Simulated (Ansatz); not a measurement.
KBr: moving K off its site

KBr, Fm-3m, a = 6.585 Å (as given, not relaxed at this level: 0.2 GPa). Ansatz: r2SCAN, PAW, 500 eV, Γ-centred 6×6×6 mesh on 2 atoms, Gaussian smearing 0.05 eV; no spin polarisation.

```xyz
2
Lattice="0.0000 3.2925 3.2925 3.2925 0.0000 3.2925 3.2925 3.2925 0.0000" Properties=species:S:1:pos:R:3 pbc="T T T"
K     0.0000    0.0000    0.0000
Br    3.2925    3.2925    3.2925
```

Atom 1 (K) moves by x along the unit vector (0.000, 0.000, -1.000), with its periodic images; all else is held. y is the free energy of the cell over the start, F the force along the path summed over the moved atoms. Symmetry makes y even in x.

```tsv
x (Å)	y (meV)	F (eV/Å)
-0.3000	?	?
-0.1500	15.8	0.22
0.0000	0.0	0.00
0.0375	1.0	-0.05
0.0750	3.9	-0.10
0.1125	8.8	-0.16
0.1875	25.2	-0.28
0.2250	37.1	-0.35
0.2625	51.8	-0.43
```

Task: Fit y = c2 x² + c4 x⁴ to the energies of the other rows, give the force constant, and predict energy and force of the missing row.

Result: Least squares on the rows shown. y = 680.4 x² + 1034 x⁴. The force constant is 2 c2 = 1.36 eV/Å² (for all images moving together, not for a lone atom). With two atoms in a cubic cell this is the optical mode at Γ without the LO field: ω = 521.5 √(2 c2/μ) = 119 cm⁻¹ for μ = 26.25 u. The force −dy/dx at the missing row is 0.52 eV/Å (computed 0.52). At x = -0.3000 the fit asked for gives 69.6 meV. The run gave 69.6 meV, the same to the digits shown.